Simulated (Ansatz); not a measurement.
Molecular dynamics on a 2×2×2 supercell (16 atoms) of NaI (rocksalt), relaxed with r2SCAN. Forces come from r2SCAN in the plane-wave code Ansatz: constant energy and volume (NVE), velocities drawn at 1700 K, steps of 1 fs. Spin polarisation is off, nuclei are classical, and the run is far too short for thermal averages.

```yaml
crystal:
  lattice:
    - [0.0, 6.4594410906, 6.4594410906]
    - [6.4594410906, 0.0, 6.4594410906]
    - [6.4594410906, 6.4594410906, 0.0]
  atoms:
    - { symbol: Na, position: [0.0, 0.0, 0.0] }
    - { symbol: I, position: [0.25, 0.25, 0.25] }
    - { symbol: Na, position: [0.0, 0.0, 0.5] }
    - { symbol: I, position: [0.25, 0.25, 0.75] }
    - { symbol: Na, position: [0.0, 0.5, 0.0] }
    - { symbol: I, position: [0.25, 0.75, 0.25] }
    - { symbol: Na, position: [0.0, 0.5, 0.5] }
    - { symbol: I, position: [0.25, 0.75, 0.75] }
    - { symbol: Na, position: [0.5, 0.0, 0.0] }
    - { symbol: I, position: [0.75, 0.25, 0.25] }
    - { symbol: Na, position: [0.5, 0.0, 0.5] }
    - { symbol: I, position: [0.75, 0.25, 0.75] }
    - { symbol: Na, position: [0.5, 0.5, 0.0] }
    - { symbol: I, position: [0.75, 0.75, 0.25] }
    - { symbol: Na, position: [0.5, 0.5, 0.5] }
    - { symbol: I, position: [0.75, 0.75, 0.75] }
kpoints:
  mp_grid: { grid: [2, 2, 2] }
hamiltonian:
  xc: r2scan
scf:
  occupations: { method: fermi_dirac, width: 0.146 }
md:
  ensemble: nve
  temperature: 1700
  timestep: 1.0
  n_steps: 40
  initial_velocities: maxwell_boltzmann
  seed: 7477
```

Command: `ansatz run input.yaml --threads 4 --pin off --max-ram 3686MiB --backend cpu --events-out ev --progress --plain --runs-dir out`. It ended after 7.6 min on 4 threads of Arm Neoverse N1 (shared host); peak host memory 3.2 GiB.

```csv
step,t (fs),T (K),free energy F from step 0 (meV/atom),kinetic energy (meV/atom),largest force (eV/Å)
0,0,1700,0.0,206.0,0.00
1,1,1699,0.1,205.9,0.02
2,2,1698,0.3,205.7,0.04
3,3,1695,0.6,205.4,0.06
4,4,1691,1.1,205.0,0.09
5,5,1686,1.6,204.4,0.11
6,6,1680,2.4,203.6,0.13
7,7,1673,3.2,202.8,0.16
8,8,1665,4.2,201.8,0.18
9,9,1656,5.3,200.7,0.21
10,10,1646,6.6,199.4,0.23
11,11,1634,8.0,198.1,0.26
12,12,1622,9.5,196.6,0.29
13,13,1609,11.1,194.9,0.31
14,14,1594,12.8,193.2,0.34
```

The temperature goes from 1700 K to 1594 K in 14 fs. The conserved energy stays within 0.00 meV an atom. By the last step the atoms have moved 0.14 Å in the root mean square, the drift of the whole cell taken out, 0.24 Å at most. The job's limit cut the run after 14 of 40 steps.

Positions (Å) and forces (eV/Å) at step 14:
```
Na  -0.090   0.050   0.073     0.085  -0.073  -0.139
I    3.242   3.230   3.161    -0.012  -0.151   0.064
Na   3.184   3.085  -0.189     0.069   0.188   0.277
I    6.447   6.429   3.173    -0.034   0.041   0.199
Na   3.087  -0.159   3.211     0.152   0.169   0.050
I    6.454   3.201   6.465    -0.033   0.165  -0.036
Na   6.378   3.154   3.261     0.102   0.052  -0.025
I    9.710   6.491   6.404    -0.089  -0.024   0.058
Na   0.151   3.330   3.162    -0.151  -0.074   0.097
I    3.194   6.491   6.533     0.075  -0.090  -0.179
Na   3.318   6.249   3.140    -0.138   0.258   0.062
I    6.515   9.699   6.499    -0.073   0.053  -0.082
Na   3.216   3.390   6.567     0.037  -0.168  -0.095
I    6.371   6.479   9.719     0.146  -0.049  -0.037
Na   6.563   6.583   6.473    -0.101  -0.116   0.006
I    9.748   9.683   9.746    -0.036  -0.180  -0.219
```
